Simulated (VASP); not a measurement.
# SiC (Moissanite 3C) (F-43m) in VASP: settings compared

Aim: see how the results for SiC (Moissanite 3C) move with the level of theory and the settings. Levels: PBEsol+D4, PW91+D3(BJ). Tasks: band structure, optical spectrum.

All numbers are computed with VASP 6.6.1; they aren't measurements. Logs are shortened: lines on timing, memory, paths and dates and some standing lists are left out, and cuts for length are marked.

**Experimental background.**

“Insight into the structural, elastic and electronic properties of a new orthorhombic 6O-SiC polytype”, 2020, pmc:7200658 quotes, for a bulk crystal of SiC: band gap 2.4 eV (indirect).

The runs below are set against these values where they give the same quantity.

## Step 1: The crystal as given

It takes space group F-43m (No. 216, cubic). Conventional cell: a = 4.358 Å, b = 4.358 Å, c = 4.358 Å, α = 90.00°, β = 90.00°, γ = 90.00°. Around Si (site symmetry -43m) lie 4 C at 1.89 Å. C (site symmetry -43m) is surrounded by 4 Si at 1.89 Å.

## Step 2: Band structure, PBEsol+D4

File run.py:

```python
from ase.calculators.vasp import Vasp
from ase.dft.bandgap import bandgap
from ase.io import read

atoms = read('POSCAR')
calc = Vasp(
    directory='calc',
    xc='pbesol',
    pp='PBE',
    setups='recommended',
    prec='Accurate',
    encut=520,
    ediff=1e-07,
    ismear=0,
    sigma=0.05,
    lreal=False,
    lasph=True,
    nelm=100,
    algo='Normal',
    isif=2,
    lwave=False,
    lcharg=True,
    ivdw=13,
    kpts=[10, 10, 10],
    gamma=True,
)
atoms.calc = calc

print('energy (eV):', atoms.get_potential_energy())
print('free energy (eV):', atoms.get_potential_energy(force_consistent=True))
efermi = calc.get_fermi_level()
print('Fermi level (eV):', efermi)
path = atoms.cell.bandpath(npoints=40, eps=1e-4)
print('path:', path.path)
calc.set(kpts=path.kpts, reciprocal=True, icharg=11, isym=0, lcharg=False)
calc.calculate(atoms)
print('gap on the path (eV):', bandgap(calc, efermi=efermi)[0])
print('direct gap on the path (eV):', bandgap(calc, efermi=efermi, direct=True)[0])
```

File POSCAR:

```
SiC
1.0
    0.0000000000      2.1790000000      2.1790000000
    2.1790000000      0.0000000000      2.1790000000
    2.1790000000      2.1790000000      0.0000000000
Si C
1 1
Direct
    0.0000000000      0.0000000000      0.0000000000
    0.7500000000      0.7500000000      0.7500000000
```

Potentials or basis: VASP PAW PBE potentials, release 64 (Si, C).

Launch:

```console
> python run.py
```

What it wrote:

```text
energy (eV): -16.28693542
free energy (eV): -16.28693542
Fermi level (eV): 8.29791522
path: GXWKGLUWLK,UX
gap on the path (eV): 1.2338000000000005
direct gap on the path (eV): 4.4436
```

OUTCAR:

```text
ENCUT = 520.000000
   EDIFF = 1.00e-07
   GGA = PS
   PREC = Accurate
   ICHARG = 11
   ISIF = 2
   ISMEAR = 0
   ISYM = 0
   NELM = 100
   IVDW = 13
   LASPH = .TRUE.
   LREAL = .FALSE.

 ion  position               nearest neighbor table
   1  0.000  0.000  0.000-   2 1.89   2 1.89   2 1.89   2 1.89
   2  0.750  0.750  0.750-   1 1.89   1 1.89   1 1.89   1 1.89

IMPORTANT INFORMATION: All symmetrisations will be switched off!
NOSYMM: (Re-)initialisation of all symmetry stuff for point group C_1.

----------------------------------------------------------------------------------------

                                     Primitive cell

  volume of cell :      20.6920

  direct lattice vectors                    reciprocal lattice vectors
     0.000000000  2.179000000  2.179000000    -0.229463056  0.229463056  0.229463056
     2.179000000  0.000000000  2.179000000     0.229463056 -0.229463056  0.229463056
     2.179000000  2.179000000  0.000000000     0.229463056  0.229463056 -0.229463056

  length of vectors
     3.081571352  3.081571352  3.081571352     0.397441672  0.397441672  0.397441672

  position of ions in fractional coordinates (direct lattice)
     0.000000000  0.000000000  0.000000000
     0.750000000  0.750000000  0.750000000

  ion indices of the primitive-cell ions
   primitive index   ion index
                 1           1
                 2           2

----------------------------------------------------------------------------------------

 KPOINTS: KPOINTS created by Atomic Simulation Env

Read explicit list of k-points.

 Found     40 k-points:

 Following reciprocal coordinates:
            Coordinates               Weight
  0.000000  0.000000  0.000000      0.025000
  0.100000  0.000000  0.100000      0.025000
  0.200000  0.000000  0.200000      0.025000
  0.300000  0.000000  0.300000      0.025000
  0.400000  0.000000  0.400000      0.025000
  0.500000  0.000000  0.500000      0.025000
[... 32 lines left out ...]
  0.541667  0.083333  0.541667      0.025000
  0.500000  0.000000  0.500000      0.025000
   k-points           NKPTS =     40   k-points in BZ     NKDIM =     40   number of bands    NBANDS=      8
   number of dos      NEDOS =    301   number of ions     NIONS =      2
   total plane-waves  NPLWV =  13824
   dimension x,y,z NGX =    24 NGY =   24 NGZ =   24
   dimension x,y,z NGXF=    48 NGYF=   48 NGZF=   48
   ions per type =               1   1
   NGX,Y,Z   is equivalent  to a cutoff of  12.95, 12.95, 12.95 a.u.
   NGXF,Y,Z  is equivalent  to a cutoff of  25.90, 25.90, 25.90 a.u.
 SYSTEM =  unknown system
   PREC   = accura    normal or accurate (medium, high low for compatibility)
   ISTART =      0    job   : 0-new  1-cont  2-samecut
   ICHARG =     11    charge: 1-file 2-atom 10-const
   ISPIN  =      1    spin polarized calculation?
   LNONCOLLINEAR =      F non collinear calculations
   LSORBIT =      F    spin-orbit coupling
   LASPH  =      T    aspherical Exc in radial PAW
   ENCUT  =  520.0 eV  38.22 Ry    6.18 a.u.   5.73  5.73  5.73*2*pi/ulx,y,z
   NELM   =    100;   NELMIN=  2; NELMDL=  0     # of ELM steps
   EDIFF  = 0.1E-06   stopping-criterion for ELM
   LREAL  =      F    real-space projection
   EDIFFG = 0.1E-05   stopping-criterion for IOM
   NSW    =      0    number of steps for IOM
   IBRION =     -1    ionic relax: 0-MD 1-quasi-New 2-CG
   NFREE  =      0    steps in history (QN), initial steepest desc. (CG)
   ISIF   =      2    stress and relaxation
   ISYM   =      0    0-nonsym 1-usesym 2-fastsym
   POTIM  = 0.5000    time-step for ionic-motion
   TEBEG  =    0.0;   TEEND  =   0.0 temperature during run
   PSTRESS=    0.0 pullay stress
   NELECT =       8.0000    total number of electrons
   NUPDOWN=      -1.0000    fix difference up-down
   EMIN   =  10.00;   EMAX   =-10.00  energy-range for DOS
   EFERMI =   0.00;   METHOD = LEGACY
   ISMEAR =     0;   SIGMA  =   0.05  broadening in eV -4-tet -1-fermi 0-gaus
   EFERMI_NEDOS =   21; number of points for ismear=-14 and -15
   IALGO  =     38    algorithm
   IMIX   =      4    mixing-type and parameters
     AMIX     =   0.40;   BMIX     =  1.00
     AMIX_MAG =   1.60;   BMIX_MAG =  1.00
  volume/ion in A,a.u.               =      10.35        69.82
  Fermi-wavevector in a.u.,A,eV,Ry     =   1.192626  2.253736 19.352338  1.422357
  Thomas-Fermi vector in A             =   2.328660
   LORBIT       =      0    0 simple, 1 ext, 2 COOP (PROOUT), +10 PAW based schemes
   GGA     = PS    functional components
   LHFCALC =     F    Hartree Fock is set to
   AEXX    =    0.0000 exact exchange contribution
   IVDW    =    13    specifies the selected vdW correction
   LEPSILON=     F    determine dielectric tensor
   LRPA    =     F    only Hartree local field effects (RPA)
 non-spin polarized calculation
 Gauss-broadening in eV      SIGMA  =   0.05
  energy-cutoff  :      520.00
  volume of cell :       20.69
 maximum number of plane-waves:       568
 NGX is ok and might be reduce to    24

 number of electron       8.0000001 magnetization

 Free energy of the ion-electron system (eV)
  ---------------------------------------------------
  ext. energy  EPLUGINS =         0.00000000
  ---------------------------------------------------
  free energy    TOTEN  =       -14.81057175 eV

  energy without entropy =      -14.81057175  energy(sigma->0) =      -14.81057175

 E-fermi :   8.3063     XC(G=0): -11.5049

 val. band max:        8.0566284734   @ k =   0.0000   0.0000   0.0000
 cond. band min:       9.2903985834   @ k =   0.5000   0.0000   0.5000
 fundamental gap:      1.2337701100
 Fermi energy:         8.3063252168

 k-point     1 :       0.0000    0.0000    0.0000
  band No.  band energies     occupation
      1      -7.3676      2.00000
      2       8.0566      2.00000
      3       8.0566      2.00000
      4       8.0566      2.00000
      5      14.2439      0.00000
      6      15.2991      0.00000
      7      15.2991      0.00000
      8      15.2991      0.00000

 k-point     2 :       0.1000    0.0000    0.1000
  band No.  band energies     occupation
      1      -7.1060      2.00000
      2       7.3017      2.00000
      3       7.5782      2.00000
      4       7.5782      2.00000
      5      14.4553      0.00000
      6      15.0520      0.00000
      7      16.0084      0.00000
      8      16.0084      0.00000

 k-point     3 :       0.2000    0.0000    0.2000
  band No.  band energies     occupation
      1      -6.3316      2.00000
      2       5.6688      2.00000
      3       6.5968      2.00000
      4       6.5968      2.00000
      5      12.9288      0.00000
      6      15.0522      0.00000
      7      17.6379      0.00000
      8      17.6379      0.00000

 k-point     4 :       0.3000    0.0000    0.3000
  band No.  band energies     occupation
      1      -5.0837      2.00000
      2       3.6995      2.00000
      3       5.6739      2.00000
      4       5.6739      2.00000
      5      11.1128      0.00000
      6      13.5525      0.00000
      7      19.5269      0.00000
      8      19.5270      0.00000

 k-point     5 :       0.4000    0.0000    0.4000
  band No.  band energies     occupation
      1      -3.4830      2.00000
      2       1.5969      2.00000
      3       5.0596      2.00000
      4       5.0596      2.00000
      5       9.7618      0.00000
      6      12.5731      0.00000
      7      21.2252      0.00000
      8      21.2262      0.00000

 k-point     6 :       0.5000    0.0000    0.5000
  band No.  band energies     occupation
      1      -2.2997      2.00000
      2       0.2235      2.00000
      3       4.8468      2.00000
      4       4.8468      2.00000
      5       9.2904      0.00000
      6      12.2556      0.00000
      7      22.0109      0.00000
      8      22.0141      0.00000

 k-point     7 :       0.5000    0.1250    0.6250
  band No.  band energies     occupation
      1      -2.1858      2.00000
      2       0.5369      2.00000
      3       3.9471      2.00000
      4       3.9649      2.00000
      5      11.0113      0.00000
      6      13.9591      0.00000
      7      19.9321      0.00000
      8      21.2863      0.00000
[... 309 lines left out ...]
 k-point    36 :       0.3750    0.3750    0.7500
  band No.  band energies     occupation
      1      -2.2960      2.00000
      2       0.7583      2.00000
      3       2.4459      2.00000
      4       5.4427      2.00000
      5      11.0485      0.00000
      6      15.7333      0.00000
      7      19.8305      0.00000
      8      20.4403      0.00000

 k-point    37 :       0.6250    0.2500    0.6250
  band No.  band energies     occupation
      1      -2.2960      2.00000
      2       0.7583      2.00000
      3       2.4459      2.00000
      4       5.4427      2.00000
      5      11.0485      0.00000
      6      15.7333      0.00000
      7      19.8306      0.00000
      8      20.4414      0.00000

 k-point    38 :       0.5833    0.1667    0.5833
  band No.  band energies     occupation
      1      -2.2273      2.00000
      2       0.4988      2.00000
      3       3.2533      2.00000
      4       5.1180      2.00000
      5      10.3810      0.00000
      6      13.9844      0.00000
      7      20.8781      0.00000
      8      21.2478      0.00000

 k-point    39 :       0.5417    0.0833    0.5417
  band No.  band energies     occupation
      1      -2.2726      2.00000
      2       0.2966      2.00000
      3       4.3016      2.00000
      4       4.9155      2.00000
      5       9.6938      0.00000
      6      12.6985      0.00000
      7      21.6922      0.00000
      8      21.8017      0.00000

 k-point    40 :       0.5000    0.0000    0.5000
  band No.  band energies     occupation
      1      -2.2997      2.00000
      2       0.2235      2.00000
      3       4.8468      2.00000
      4       4.8468      2.00000
      5       9.2904      0.00000
      6      12.2556      0.00000
      7      22.0109      0.00000
      8      22.0131      0.00000

------------------------ aborting loop because EDIFF is reached ----------------------------------------

  DFT-D4 for vdW energy calculation

  Edisp (eV):   -0.37195

  FORCE on cell =-STRESS in cart. coord.  units (eV):
  Direction    XX          YY          ZZ          XY          YZ          ZX
  --------------------------------------------------------------------------------------
  -------------------------------------------------------------------------------------
  Total      -1.25875     1.09025     2.24818     0.11880    -0.24963    -0.46993
  in kB     -97.46506    84.41774   174.07636     9.19897   -19.32894   -36.38696
  external pressure =       53.68 kB  Pullay stress =        0.00 kB

 VOLUME and BASIS-vectors are now :
 -----------------------------------------------------------------------------
  energy-cutoff  :      520.00
  volume of cell :       20.69
      direct lattice vectors                 reciprocal lattice vectors
     0.000000000  2.179000000  2.179000000    -0.229463056  0.229463056  0.229463056
     2.179000000  0.000000000  2.179000000     0.229463056 -0.229463056  0.229463056
     2.179000000  2.179000000  0.000000000     0.229463056  0.229463056 -0.229463056

 POSITION                                       TOTAL-FORCE (eV/Angst)
 -----------------------------------------------------------------------------------
      0.00000      0.00000      0.00000         0.399032      0.636763      0.954256
      3.26850      3.26850      3.26850        -0.399032     -0.636763     -0.954256
 -----------------------------------------------------------------------------------
    total drift:                                0.023575      0.045515      0.056893

  FREE ENERGIE OF THE ION-ELECTRON SYSTEM (eV)
  ---------------------------------------------------
  free  energy   TOTEN  =       -15.1825171531 eV

  energy  without entropy=      -15.1825171531  energy(sigma->0) =      -15.18251715
```

INCAR:

```text
ENCUT = 520.000000
SIGMA = 0.050000
EDIFF = 1.00e-07
ALGO = Normal
GGA = PS
PREC = Accurate
ICHARG = 11
ISIF = 2
ISMEAR = 0
ISYM = 0
NELM = 100
IVDW = 13
LASPH = .TRUE.
LCHARG = .FALSE.
LWAVE = .FALSE.
LREAL = .FALSE.
```

Run time: 22 s. Hardware: 1 thread of AMD EPYC 7R13 (Zen 3), shared host; peak memory 0.09 GiB.

Results:

```yaml
Band_gap_along_the_path: 1.23 eV, indirect (least direct gap 4.44 eV)
Dispersion_energy_per_atom: -0.186 eV
```

Levels at the corners of the path, in eV from the Fermi level:
| point | band 2 | band 3 | band 4 | band 5 | band 6 | band 7 |
| --- | --- | --- | --- | --- | --- | --- |
| Γ | -0.24 | -0.24 | -0.24 | 5.95 | 7.00 | 7.00 |
| X | -8.07 | -3.45 | -3.45 | 0.99 | 3.96 | 13.71 |
| W | -7.28 | -5.29 | -4.99 | 4.87 | 9.13 | 9.18 |
| K | -7.54 | -5.85 | -2.86 | 2.75 | 7.44 | 11.53 |
| Γ | -0.24 | -0.24 | -0.24 | 5.95 | 7.00 | 7.00 |
| L | -8.84 | -1.30 | -1.30 | 5.13 | 6.90 | 6.90 |
| U | -7.54 | -5.85 | -2.86 | 2.75 | 7.44 | 11.53 |
| W | -7.28 | -5.29 | -4.99 | 4.87 | 9.13 | 9.18 |
| L | -8.84 | -1.30 | -1.30 | 5.13 | 6.90 | 6.90 |
| K | -7.54 | -5.85 | -2.86 | 2.75 | 7.44 | 11.53 |
| U | -7.54 | -5.85 | -2.86 | 2.75 | 7.44 | 11.53 |
| X | -8.07 | -3.45 | -3.45 | 0.99 | 3.96 | 13.71 |

Caveat: the log is that of the step along the path at fixed density, whose energy, stress, charges and moments have no meaning; the PAW data sets were made with another functional, which shifts forces and pressure a little.

(Continued in part 2 of 2.)
